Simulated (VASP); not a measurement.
# TePb: band structure with TPSS

**Measured values to compare with.**

From a printed reference work, monograph, for a bulk crystal of TePb at 4.2 K: band gap 0.19 eV (direct).

Crystal: TePb.

```
Pb Te
1.0
     0.00000    3.23100    3.23100
     3.23100    0.00000    3.23100
     3.23100    3.23100    0.00000
Pb Te
1 1
Direct
  0.00000 0.00000 0.00000
  0.50000 0.50000 0.50000
```

```yaml
Program: VASP 6.6.1
Task: band structure
Functional: TPSS
Potentials_or_basis: VASP PAW PBE potentials, release 64 (Pb_d, Te)
Cutoff: 520 eV
k_mesh: 7 × 7 × 7
Occupations: fermi-dirac, width 0.05 eV
Spin: no spin polarisation
Further_INCAR_settings: ALGO = Normal; EDIFF = 1e-06; NBANDS = 17
```

```json
{
  "Pressure": "1.7 GPa",
  "Band gap along the path": "0.79 eV, direct"
}
```

Levels at the corners of the path, in eV from the Fermi level:
```tsv
point	band 6	band 7	band 8	band 9	band 10	band 11	band 12	band 13	band 14	band 15
Γ	-12.55	-5.95	-1.75	-1.75	-1.75	3.76	3.76	3.76	5.44	5.44
X	-10.84	-7.68	-4.99	-3.24	-3.24	2.79	5.18	5.18	6.40	9.99
X	-10.84	-7.68	-4.99	-3.24	-3.24	2.79	5.18	5.18	6.40	9.99
W	-10.68	-8.39	-4.26	-4.26	-0.78	1.38	4.82	4.82	6.53	6.53
W	-10.68	-8.39	-4.26	-4.26	-0.78	1.38	4.82	4.82	6.53	6.53
K	-10.75	-8.37	-4.60	-2.73	-2.51	3.21	3.49	4.73	5.61	8.50
K	-10.75	-8.37	-4.60	-2.73	-2.51	3.21	3.49	4.73	5.61	8.50
Γ	-12.55	-5.95	-1.75	-1.75	-1.75	3.76	3.76	3.76	5.44	5.44
Γ	-12.55	-5.95	-1.75	-1.75	-1.75	3.76	3.76	3.76	5.44	5.44
L	-11.10	-9.02	-1.33	-1.33	-0.43	0.35	0.96	0.96	7.91	8.90
L	-11.10	-9.02	-1.33	-1.33	-0.43	0.35	0.96	0.96	7.91	8.90
U	-10.75	-8.37	-4.60	-2.73	-2.51	3.21	3.49	4.73	5.61	8.50
U	-10.75	-8.37	-4.60	-2.73	-2.51	3.21	3.49	4.73	5.61	8.50
W	-10.68	-8.39	-4.26	-4.26	-0.78	1.38	4.82	4.82	6.53	6.53
W	-10.68	-8.39	-4.26	-4.26	-0.78	1.38	4.82	4.82	6.53	6.53
L	-11.10	-9.02	-1.33	-1.33	-0.43	0.35	0.96	0.96	7.91	8.90
L	-11.10	-9.02	-1.33	-1.33	-0.43	0.35	0.96	0.96	7.91	8.90
K	-10.75	-8.37	-4.60	-2.73	-2.51	3.21	3.49	4.73	5.61	8.50
U	-10.75	-8.37	-4.60	-2.73	-2.51	3.21	3.49	4.73	5.61	8.50
X	-10.84	-7.68	-4.99	-3.24	-3.24	2.79	5.18	5.18	6.40	9.99
```

It took 4.9 min on 1 thread of Intel(R) Xeon(R) 6975P-C (Granite Rapids), on a shared host, peak memory 0.21 GiB.

A measured gap of TePb is 0.19 eV (direct; 4.2 K; a printed reference work, monograph); the calculated 0.79 eV misses it by +0.60 eV. Spin-orbit coupling on Pb, Te is left out. The value is that of TPSS, without temperature or zero-point motion.

Caveat: this odd mesh misses L, where the gap lies, so gap, dielectric constants and Born charges aren't listed; the PAW data sets were made with another functional, which shifts forces and pressure a little; spin-orbit coupling is left out, which moves the levels of the heavy elements.
